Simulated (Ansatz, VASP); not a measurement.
Given: the input of a run of VASP 6.6.1 on Au.

File INCAR:

```
PREC     = Accurate       # precision mode
ENCUT    = 520            # plane-wave cutoff, eV
EDIFF    = 1E-6           # SCF threshold, eV
ISMEAR   = -1             # smearing method
SIGMA    = 0.05           # smearing width, eV
LREAL    = False          # projectors in reciprocal space
LASPH    = True           # aspherical terms in the spheres
NELM     = 60             # most SCF steps
ALGO     = Fast           # electronic algorithm
ISIF     = 2              # what is computed and relaxed
LWAVE    = False          # write WAVECAR
LCHARG   = False          # write CHGCAR
MAGMOM   = 0 0 0          # initial moments
LORBIT   = 11             # projections on sites
LSORBIT  = True           # spin-orbit coupling
GGA_COMPAT= False        
LMAXMIX  = 4              # l up to which the mixer works
GGA      = PE             # functional
NBANDS   = 22             # bands
```

File KPOINTS:

```
regular mesh
0
Gamma
  8 8 8
```

POSCAR

```
Au
1.0
    0.0000000000      2.0350000000      2.0350000000
    2.0350000000      0.0000000000      2.0350000000
    2.0350000000      2.0350000000      0.0000000000
Au
1
Direct
    0.0000000000      0.0000000000      0.0000000000
```

Contents of KPOINTS_OPT:

```
path GXWKGLUWLK,UX
20
line-mode
reciprocal
 0.0000000000  0.0000000000  0.0000000000  G
 0.5000000000  0.0000000000  0.5000000000  X

 0.5000000000  0.0000000000  0.5000000000  X
 0.5000000000  0.2500000000  0.7500000000  W

 0.5000000000  0.2500000000  0.7500000000  W
 0.3750000000  0.3750000000  0.7500000000  K

 0.3750000000  0.3750000000  0.7500000000  K
 0.0000000000  0.0000000000  0.0000000000  G

 0.0000000000  0.0000000000  0.0000000000  G
 0.5000000000  0.5000000000  0.5000000000  L

 0.5000000000  0.5000000000  0.5000000000  L
 0.6250000000  0.2500000000  0.6250000000  U

 0.6250000000  0.2500000000  0.6250000000  U
 0.5000000000  0.2500000000  0.7500000000  W

 0.5000000000  0.2500000000  0.7500000000  W
 0.5000000000  0.5000000000  0.5000000000  L

 0.5000000000  0.5000000000  0.5000000000  L
 0.3750000000  0.3750000000  0.7500000000  K

 0.6250000000  0.2500000000  0.6250000000  U
 0.5000000000  0.0000000000  0.5000000000  X
```

Potentials or basis: VASP PAW PBE potentials, release 64 (Au).

Run with:

```sh
$ cat potpaw_PBE.64/Au/POTCAR > POTCAR
$ mpirun -np 1 vasp_ncl > vasp.out
```

**Question.** Translate it to Ansatz 0.2.0. Potentials there: Ansatz PAW.

**Answer.** As run (the cutoff follows the program's own potentials):

File input.yaml:

```yaml
crystal:
  lattice:
    - [0.0, 2.035, 2.035]
    - [2.035, 0.0, 2.035]
    - [2.035, 2.035, 0.0]
  atoms:
    - { symbol: Au, position: [0.0, 0.0, 0.0] }
hamiltonian:
  xc: pbe
  pseudopotentials: { kind: paw_fr }
magnetization:
  noncollinear: true
  spin_orbit: true
kpoints:
  mp_grid: { grid: [8, 8, 8] }
  band_path:
    path:
      - [[0.0, 0.0, 0.0], [0.5, 0.0, 0.5], [0.5, 0.25, 0.75], [0.375, 0.375, 0.75], [0.0, 0.0, 0.0], [0.5, 0.5, 0.5], [0.625, 0.25, 0.625], [0.5, 0.25, 0.75], [0.5, 0.5, 0.5], [0.375, 0.375, 0.75]]
      - [[0.625, 0.25, 0.625], [0.5, 0.0, 0.5]]
    npoints: 14
scf:
  occupations: { method: fermi_dirac, width: 0.05 }
  n_extra_bands: 6
output:
  forces: true
  stress: true
  eigenvalues: true
  fatbands: false
```

Potentials or basis: Ansatz PAW.

Launch:

```bash
$ ansatz run input.yaml --threads 2 --pin off --max-ram 5632MiB --backend cpu --events-out ev --progress --plain --runs-dir out
```

Both were run:

|  | VASP | Ansatz | Ansatz less VASP |
| --- | --- | --- | --- |
| gap on the k mesh at the Fermi level (eV) | none | none | - |
| pressure (GPa) | 10.4 | 10.4 | +0.01 |

A gap of «none» marks a metal or a gap that the smearing closes. The functional is the same, so the differences come from potentials, cutoffs and numerics. The two sets of potentials don't hold the same shells in valence.
